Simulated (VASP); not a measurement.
# Al (Fm-3m) in VASP: elastic constants with PBEsol

Aim: the elastic constants of Al with PBEsol.

All numbers are computed with VASP 6.6.1; they aren't measurements. Logs are shortened: lines on timing, memory, paths and dates and some standing lists are left out, and cuts for length are marked.

### 1 The crystal as given

It takes space group Fm-3m (No. 225, cubic). The conventional cell has a = 4.016 Å, b = 4.016 Å, c = 4.016 Å, α = 90.00°, β = 90.00°, γ = 90.00°. Al (site symmetry m-3m) is surrounded by 12 Al at 2.84 Å.

The cell was built by a generator and needn't be a form met in nature.

### 2 Elastic constants, PBEsol

POSCAR

```
Al
1.0
   -0.0000000000      2.0078863049      2.0078863049
    2.0078863049     -0.0000000000      2.0078863049
    2.0078863049      2.0078863049     -0.0000000000
  Al
     1
Direct
     0.0000000000000000    0.0000000000000000    0.0000000000000000
```

INCAR.step1

```
ALGO = Normal
EDIFF = 1E-8
EDIFFG = -0.002
ENCUT = 600
GGA = PS
IBRION = 2
ISIF = 3
ISMEAR = 1
KPAR = 8
LASPH = True
LCHARG = False
LREAL = False
LWAVE = False
NELM = 80
NSW = 40
PREC = Accurate
SIGMA = 0.2
```

INCAR.step2

```
ALGO = Normal
EDIFF = 1E-8
ENCUT = 600
GGA = PS
IBRION = 6
ISIF = 3
ISMEAR = 1
KPAR = 8
LASPH = True
LCHARG = False
LREAL = False
LWAVE = False
NELM = 80
NFREE = 2
NSW = 1
POTIM = 0.015
PREC = Accurate
SIGMA = 0.2
```

KPOINTS

```
k-points
0
Gamma
  36 36 36
```

Potentials or basis: VASP PAW PBE potentials, release 64 (Al).

Started as:

```console
$ cat potpaw_PBE.64/Al/POTCAR > POTCAR
$ cp INCAR.step1 INCAR
$ mpirun -np 8 vasp_std > vasp.out
$ cp CONTCAR POSCAR
$ cp INCAR.step2 INCAR
$ mpirun -np 8 vasp_std > vasp.out
```

OUTCAR:

```text
EDIFF = 1E-8
   ENCUT = 600
   GGA = PS
   IBRION = 6
   ISIF = 3
   ISMEAR = 1
   LASPH = True
   LREAL = False
   NELM = 80
   NFREE = 2
   NSW = 1
   POTIM = 0.015
   PREC = Accurate

 ion  position               nearest neighbor table
   1  0.000  0.000  0.000-

  LATTYP: Found a face centered cubic cell.
 ALAT       =     4.0157726098

  Lattice vectors:

 A1 = (   0.0000000000,   2.0078863049,   2.0078863049)
 A2 = (   2.0078863049,   0.0000000000,   2.0078863049)
 A3 = (   2.0078863049,   2.0078863049,   0.0000000000)

Analysis of symmetry for initial positions (statically):
=====================================================================
 Subroutine PRICEL returns:
 Original cell was already a primitive cell.

 Routine SETGRP: Setting up the symmetry group for a
 face centered cubic supercell.

 Subroutine GETGRP returns: Found 48 space group operations
 (whereof 48 operations were pure point group operations)
 out of a pool of 48 trial point group operations.

The static configuration has the point symmetry O_h .

Analysis of symmetry for dynamics (positions and initial velocities):
=====================================================================
 Subroutine PRICEL returns:
 Original cell was already a primitive cell.

 Routine SETGRP: Setting up the symmetry group for a
 face centered cubic supercell.

 Subroutine GETGRP returns: Found 48 space group operations
 (whereof 48 operations were pure point group operations)
 out of a pool of 48 trial point group operations.

The dynamic configuration has the point symmetry O_h .

 Subroutine INISYM returns: Found 48 space group operations
 (whereof 48 operations are pure point group operations),
 and found     1 'primitive' translations

----------------------------------------------------------------------------------------

                                     Primitive cell

  volume of cell :      16.1900

  direct lattice vectors                    reciprocal lattice vectors
     0.000000000  2.007886305  2.007886305    -0.249018084  0.249018084  0.249018084
     2.007886305  0.000000000  2.007886305     0.249018084 -0.249018084  0.249018084
     2.007886305  2.007886305  0.000000000     0.249018084  0.249018084 -0.249018084

  length of vectors
     2.839580044  2.839580044  2.839580044     0.431311973  0.431311973  0.431311973

  position of ions in fractional coordinates (direct lattice)
     0.000000000  0.000000000  0.000000000

  ion indices of the primitive-cell ions
   primitive index   ion index
                 1           1

----------------------------------------------------------------------------------------

 KPOINTS: k-points

Automatic generation of k-mesh.
 Grid dimensions read from file:
 generate k-points for:   36   36   36

 Generating k-lattice:

  Cartesian coordinates                     Fractional coordinates (reciprocal lattice)
    -0.006917169  0.006917169  0.006917169     0.027777778  0.000000000  0.000000000
     0.006917169 -0.006917169  0.006917169     0.000000000  0.027777778  0.000000000
     0.006917169  0.006917169 -0.006917169     0.000000000  0.000000000  0.027777778

  Length of vectors
     0.011980888  0.011980888  0.011980888

  Shift w.r.t. Gamma in fractional coordinates (k-lattice)
     0.000000000  0.000000000  0.000000000

[... 90 lines left out ...]

 number of electron       3.0000000 magnetization

 Free energy of the ion-electron system (eV)
  ---------------------------------------------------
  ext. energy  EPLUGINS =         0.00000000
  ---------------------------------------------------
  free energy    TOTEN  =        -4.09267722 eV

  energy without entropy =       -4.09279061  energy(sigma->0) =       -4.09271502

------------------------ aborting loop because EDIFF is reached ----------------------------------------

  FORCE on cell =-STRESS in cart. coord.  units (eV):
  Direction    XX          YY          ZZ          XY          YZ          ZX
  --------------------------------------------------------------------------------------
  -------------------------------------------------------------------------------------
  Total        0.0002242      0.0002242      0.0002242     -0.0000000      0.0000000      0.0000000
  in kB        0.0221857      0.0221857      0.0221857     -0.0000000      0.0000000      0.0000000
  external PRESSURE =       0.0221857 kB  Pullay stress =       0.0000000 kB
[... 86 lines left out ...]
  FREE ENERGIE OF THE ION-ELECTRON SYSTEM (eV)
  ---------------------------------------------------
  free  energy   TOTEN  =        -4.0912382309 eV

  energy  without entropy=       -4.0913646812  energy(sigma->0) =       -4.09128038

[... ionic steps 4 to 12 ...]

--------------------------------------- Ionic step       13  -------------------------------------------

 number of electron       3.0000000 magnetization

------------------------ aborting loop because EDIFF is reached ----------------------------------------
[... 65 lines left out ...]
--------------------------------------- Ionic step       15  -------------------------------------------

 number of electron       3.0000000 magnetization

 Free energy of the ion-electron system (eV)
  ---------------------------------------------------
  ext. energy  EPLUGINS =         0.00000000
  ---------------------------------------------------
  free energy    TOTEN  =        -4.09267722 eV

  energy without entropy =       -4.09279062  energy(sigma->0) =       -4.09271502

 E-fermi :   8.1532     XC(G=0): -10.3262

 val. band max:        8.1485484501   @ k =  -0.3611   0.3611   0.0278
 cond. band min:       8.1534204213   @ k =  -0.3889   0.3889   0.0556
 fundamental gap:      0.0048719713
 Fermi energy:         8.1532044365

 k-point     1 :       0.0000    0.0000    0.0000
  band No.  band energies     occupation
      1      -3.1128      2.00000
      2      20.8486      0.00000
      3      20.8486      0.00000
      4      20.8486      0.00000
      5      22.4846      0.00000
[... 177 lines left out ...]
 k-point    24 :       0.1389    0.0278    0.0000
  band No.  band energies     occupation
      1      -2.6322      2.00000
      2      16.3617      0.00000
      3      19.3630      0.00000
      4      20.1944      0.00000
      5      23.2503      0.00000

 [... further k-points ...]

------------------------ aborting loop because EDIFF is reached ----------------------------------------

  FORCE on cell =-STRESS in cart. coord.  units (eV):
  Direction    XX          YY          ZZ          XY          YZ          ZX
  --------------------------------------------------------------------------------------
  -------------------------------------------------------------------------------------
  Total        0.0002241      0.0002241      0.0002241     -0.0000000     -0.0000000     -0.0000000
  in kB        0.0221739      0.0221739      0.0221739     -0.0000000     -0.0000000     -0.0000000
  external PRESSURE =       0.0221739 kB  Pullay stress =       0.0000000 kB
[... 16 lines left out ...]
  FREE ENERGIE OF THE ION-ELECTRON SYSTEM (eV)
  ---------------------------------------------------
  free  energy   TOTEN  =        -4.0926772245 eV

  energy  without entropy=       -4.0927906158  energy(sigma->0) =       -4.09271502

 INTERNAL STRAIN TENSORS FROM STRAINED CELLS
 ============================================

 INTERNAL STRAIN TENSOR FOR ION    1 for displacements in x,y,z  (eV/Angst):
          X           Y           Z          XY          YZ          ZX
  --------------------------------------------------------------------------------
  x    -0.00000    -0.00000     0.00000    -0.00000     0.00000     0.00000
  y     0.00000     0.00000    -0.00000     0.00000     0.00000     0.00000
  z    -0.00000     0.00000     0.00000     0.00000     0.00000     0.00000

 INTERNAL STRAIN TENSORS FROM DISPLACED ATOMS
 ============================================

 INTERNAL STRAIN TENSOR FOR ION    1 for displacements in x,y,z  (eV/Angst):
          X           Y           Z          XY          YZ          ZX
  --------------------------------------------------------------------------------
  x     0.00000     0.00000     0.00000     0.00000     0.00000     0.00000
  y     0.00000     0.00000     0.00000     0.00000     0.00000     0.00000
  z     0.00000     0.00000     0.00000     0.00000     0.00000     0.00000

 Eigenvectors and eigenvalues of the dynamical matrix
 ----------------------------------------------------

   1 f  =    0.000000 THz     0.000000 2PiTHz    0.000000 cm-1     0.000000 meV
             X         Y         Z           dx          dy          dz
      0.000000  0.000000  0.000000     0.316228    0.948683    0.000000

   2 f  =    0.000000 THz     0.000000 2PiTHz    0.000000 cm-1     0.000000 meV
             X         Y         Z           dx          dy          dz
      0.000000  0.000000  0.000000     0.948683   -0.316228    0.000000

   3 f  =    0.000000 THz     0.000000 2PiTHz    0.000000 cm-1     0.000000 meV
             X         Y         Z           dx          dy          dz
      0.000000  0.000000  0.000000     0.000000    0.000000    1.000000

--------------------------------------------------------------------------------------------------------

 ELASTIC MODULI CONTR FROM IONIC RELAXATION (kBar)
 Direction    XX          YY          ZZ          XY          YZ          ZX
 --------------------------------------------------------------------------------
 XX           0.0000      0.0000      0.0000      0.0000      0.0000      0.0000
 YY           0.0000      0.0000      0.0000      0.0000      0.0000      0.0000
 ZZ           0.0000      0.0000      0.0000      0.0000      0.0000      0.0000
 XY           0.0000      0.0000      0.0000      0.0000      0.0000      0.0000
 YZ           0.0000      0.0000      0.0000      0.0000      0.0000      0.0000
 ZX           0.0000      0.0000      0.0000      0.0000      0.0000      0.0000
 --------------------------------------------------------------------------------

 TOTAL ELASTIC MODULI (kBar)
 Direction    XX          YY          ZZ          XY          YZ          ZX
 --------------------------------------------------------------------------------
 XX        1241.3326    618.6951    618.6951     -0.0000      0.0000      0.0000
 YY         618.6951   1241.3326    618.6951      0.0000     -0.0000     -0.0000
 ZZ         618.6951    618.6951   1241.3326      0.0000      0.0000      0.0000
 XY          -0.0000      0.0000      0.0000    428.2638      0.0000      0.0000
 YZ           0.0000     -0.0000      0.0000      0.0000    428.2638      0.0000
 ZX           0.0000     -0.0000      0.0000      0.0000      0.0000    428.2638
 --------------------------------------------------------------------------------
```

Wall time 7.1 min (8 MPI ranks of Intel Xeon Platinum 8488C (Sapphire Rapids), shared host); peak memory 2 GiB.

What came out:

* Elastic constants C11, C12, C44: 124, 62, 43 GPa
* Voigt bulk modulus: 83 GPa

Elastic tensor in Voigt notation (GPa, in the Cartesian axes of the cell as first typed):
```
124  62  62   0   0   0
 62 124  62   0   0   0
 62  62 124   0   0   0
  0   0   0  43   0   0
  0   0   0   0  43   0
  0   0   0   0   0  43
```

Clamped-ion elastic tensor (GPa):
```
124  62  62   0   0   0
 62 124  62   0   0   0
 62  62 124   0   0   0
  0   0   0  43   0   0
  0   0   0   0  43   0
  0   0   0   0   0  43
```

Caveat: the PAW data sets were made with another functional, which shifts forces and pressure a little.
